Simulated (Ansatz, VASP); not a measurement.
Two plane-wave programs on Hg

Contents of INCAR:

```
SYSTEM = Hg
  PREC = Accurate
  ENCUT = 520
  EDIFF = 1E-6
  ISMEAR = 0
  SIGMA = 0.15
  LREAL = .FALSE.
  LASPH = .TRUE.
  NELM = 100
  ALGO = Normal
  ISIF = 2
  LWAVE = .FALSE.
  LCHARG = .TRUE.
  GGA = PE
  IVDW = 12
  LELF = .TRUE.
  LVHAR = .TRUE.
  NBANDS = 19
```

KPOINTS

```
Automatic mesh
0
G
  18 18 10
  0 0 0
```

Contents of POSCAR:

```
Hg
1.0
    3.5593763213      0.0000000000      0.0000000000
   -1.7796881606      3.0825103159      0.0000000000
    0.0000000000      0.0000000000      5.1908311935
Hg
2
Direct
    0.6666666667      0.3333333333      0.7500000000
    0.3333333333      0.6666666667      0.2500000000
```

Input for Ansatz:

```yaml
crystal:
  lattice:
    - [3.5593763213, 0.0, 0.0]
    - [-1.7796881606, 3.0825103159, 0.0]
    - [0.0, 0.0, 5.1908311935]
  atoms:
    - { symbol: Hg, position: [0.6666666667, 0.3333333333, 0.75] }
    - { symbol: Hg, position: [0.3333333333, 0.6666666667, 0.25] }
basis:
  ecutwfc: 420
kpoints:
  mp_grid: { grid: [18, 18, 10] }
hamiltonian:
  xc: pbe
  dispersion: d3bj
scf:
  occupations: { method: gaussian, width: 0.15 }
output:
  forces: true
  stress: true
  eigenvalues: true
  write_density: true
  write_potential: true
  elf: true
  volumetric_format: npy
```

Alike in both runs: task single point; functional PBE; dispersion D3(BJ); k mesh 18 × 18 × 10; occupations gaussian, width 0.15 eV; no spin polarisation.

|  | VASP | Ansatz |
| --- | --- | --- |
| version | VASP 6.6.1 | Ansatz 0.2.0 |
| potentials or method | VASP PAW PBE potentials, release 64 (Hg) | scalar-relativistic, plane waves, PAW |
| plane-wave cutoff (eV) | 520 | 420 |
| valence electrons in the cell | 24 | 40 |

|  | VASP | Ansatz | Ansatz less VASP |
| --- | --- | --- | --- |
| gap on the k mesh at the Fermi level (eV) | none | none | - |
| pressure (GPa) | -1.0 | -1.1 | -0.11 |
| largest component of the traceless stress (GPa) | 0.44 | 0.39 | -0.046 |

A gap of «none» marks a metal or a gap that the smearing closes. The two sets of potentials don't hold the same shells in valence.

Caveats: pairwise dispersion overbinds metals, which lowers pressure and volume. Spin-orbit coupling is left out, which matters for the levels of Hg.
